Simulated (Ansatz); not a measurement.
# ZnSe: the cost of one run

Program: Ansatz 0.2.0. PAW datasets, plane waves. No spin polarisation. The prototype was imposed, so other structures may be more stable.

## 1. Starting point

The cell was relaxed beforehand with r2SCAN.

The symmetry is P6_3/mmc (No. 194, hexagonal); conventional cell a = 4.151 Å, c = 6.175 Å, 23.04 Å³ an atom. Around Zn lie 3 Se at 2.40 Å; around Se lie 3 Zn at 2.40 Å.

Coordinates:

```
CELL_PARAMETERS angstrom
4.15139 0.00000 0.00000
-2.07569 3.59521 0.00000
0.00000 0.00000 6.17474
ATOMIC_POSITIONS crystal
Zn 0.33333 0.66667 0.25000
Zn 0.66667 0.33333 0.75000
Se 0.66667 0.33333 0.25000
Se 0.33333 0.66667 0.75000
```

## 2. PBE bands along the symmetry lines

File input.yaml:

```yaml
crystal:
  lattice:
    - [4.1513888608, 0.0, 0.0]
    - [-2.0756944304, 3.5952082144, 0.0]
    - [0.0, 0.0, 6.1747439492]
  atoms:
    - { symbol: Zn, position: [0.3333333333, 0.6666666667, 0.25] }
    - { symbol: Zn, position: [0.6666666667, 0.3333333333, 0.75] }
    - { symbol: Se, position: [0.6666666667, 0.3333333333, 0.25] }
    - { symbol: Se, position: [0.3333333333, 0.6666666667, 0.75] }
kpoints:
  mp_grid: { grid: [12, 12, 4] }
  band_path:
    path:
      - [[0.0, 0.0, 0.0], [0.5, 1.001074116147e-16, 0.0], [0.3333333333333, 0.3333333333333, 0.0], [0.0, 0.0, 0.0], [0.0, 0.0, 0.5], [0.5, 1.001074116147e-16, 0.5], [0.3333333333333, 0.3333333333333, 0.5], [0.0, 0.0, 0.5]]
      - [[0.5, 1.001074116147e-16, 0.5], [0.5, 1.001074116147e-16, 0.0]]
      - [[0.3333333333333, 0.3333333333333, 0.5], [0.3333333333333, 0.3333333333333, 0.0]]
    npoints: 10
hamiltonian:
  xc: pbe
scf:
  occupations: { method: fermi_dirac, width: 0.02 }
  n_extra_bands: 5
output:
  forces: true
  stress: true
  eigenvalues: true
```

The run is started by

```
ansatz run input.yaml --threads 2 --pin off --max-ram 2211MiB --backend cpu --events-out ev --progress --plain --runs-dir out
```

Q: Estimate wall time and peak memory on 2 threads of Intel Xeon at 2.50GHz (Skylake/Cascade Lake), shared host.

About 25 s, with a peak of 0.47 GiB.
